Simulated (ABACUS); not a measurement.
# CdS in ABACUS: the effect of functional

CdS:

```xyz
2
Lattice="4.2326 0.0000 0.0000 -2.1163 3.6655 0.0000 0.0000 0.0000 5.7652" Properties=species:S:1:pos:R:3 pbc="T T T"
Cd    0.0000    0.0000    2.5522
S     2.1163    1.2218    2.5039
```

Measurements of this composition are mostly on another form, of space group No. 186.

The cell isn't the ideal one: volume scaled by 0.98.

Alike in all runs:

```yaml
Program: ABACUS 3.10.1
Task: equation of state
Potentials_or_basis: SG15 ONCV 1.2 PBE
Cutoff: 1401 eV
Density_cutoff: 5606 eV
Basis: DZP LCAO (the cutoffs set its grid)
k_mesh: 5 × 5 × 4
Occupations: fermi-dirac, width 0.05 eV
Spin: no spin polarisation
```

Q: One run gave: gap on the mesh 2.13 eV; pressure 0.1 GPa. Which functional did it use?
A. LDA
B. r2SCAN
C. PBEsol

A: B.

```csv
functional,gap on the mesh (eV),pressure (GPa)
LDA,1.54,-1.8
PBEsol,1.72,-0.5
r2SCAN,2.13,0.1
```

Caveats: the atomic orbitals were generated for these runs and aren't a published set; the potentials were made for another functional, which shifts forces and pressure; an odd mesh through Γ misses points on the zone boundary, where band edges often lie; the basis of atomic orbitals isn't converged, which shifts pressures, moduli and gaps.
